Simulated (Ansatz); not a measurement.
## CdF2

Computed with Ansatz (plane waves, PAW, 500 eV cutoff): r²SCAN, scalar-relativistic, no spin polarisation, Γ-centred 8×8×8 mesh, 0.05 eV Gaussian smearing; PAW files: Ansatz's generated set soft_2.

```cif
data_structure
_symmetry_space_group_name_H-M 'Fm-3m'
_symmetry_Int_Tables_number 225
_cell_length_a 5.3882
_cell_length_b 5.3882
_cell_length_c 5.3882
_cell_angle_alpha 90.000
_cell_angle_beta 90.000
_cell_angle_gamma 90.000
_cell_volume 156.43
loop_
_atom_site_label
_atom_site_type_symbol
_atom_site_symmetry_multiplicity
_atom_site_Wyckoff_symbol
_atom_site_fract_x
_atom_site_fract_y
_atom_site_fract_z
_atom_site_occupancy
Cd1 Cd 4 a 0.00000 0.00000 0.00000 1
F1 F 8 c 0.25000 0.75000 0.75000 1
```

The chain of runs began from a cell as deposited in COD, expanded in volume.

Task: Which orbitals make up the states within about 0.6 eV of each band edge?

Result: Valence edge: F 2p 86 %, Cd 4d 14 %. Conduction edge: Cd 5s 80 %, F 2s 16 %. Shares are among the projected shells; the gap is 3.79 eV.

Density of states (tetrahedra, averaged over 0.5 eV; states/eV per cell of 3 atoms; energy in eV from the Fermi level; projections on Löwdin-orthogonalised atomic orbitals, summed over sites):

```tsv
E	total	F 2p	Cd 4d	Cd 5s	F 2s
-6.60	6.3	0.7	5.6	0.0	0.0
-6.10	6.4	0.2	6.1	0.0	0.0
-5.60	0.0	0.0	0.0	0.0	0.0
-5.10	2.4	1.7	0.3	0.3	0.0
-4.60	2.2	1.8	0.2	0.1	0.0
-4.10	3.7	3.2	0.4	0.0	0.0
-3.60	3.7	3.3	0.3	0.0	0.0
-3.10	2.4	2.1	0.2	0.0	0.0
-2.60	4.0	3.5	0.5	0.0	0.0
-2.10	5.6	4.9	0.8	0.0	0.0
-1.60	0.0	0.0	0.0	0.0	0.0
-1.10	0.0	0.0	0.0	0.0	0.0
-0.60	0.0	0.0	0.0	0.0	0.0
-0.10	0.0	0.0	0.0	0.0	0.0
0.40	0.0	0.0	0.0	0.0	0.0
0.90	0.0	0.0	0.0	0.0	0.0
1.40	0.0	0.0	0.0	0.0	0.0
1.90	0.0	0.0	0.0	0.0	0.0
2.40	0.1	0.0	0.0	0.0	0.0
2.90	0.1	0.0	0.0	0.1	0.0
3.40	0.1	0.0	0.0	0.1	0.0
3.90	0.2	0.0	0.0	0.1	0.0
```

Formal charges Cd²⁺, F⁻ balance and leave closed shells on every ion, so a band insulator is expected, and the gap is 3.79 eV.

Crossing the gap moves an electron from the anion's filled p shell to the metal's empty orbitals, as in ionic insulators.

Kohn–Sham gaps of semilocal functionals lie under measured ones, often by a third or more.
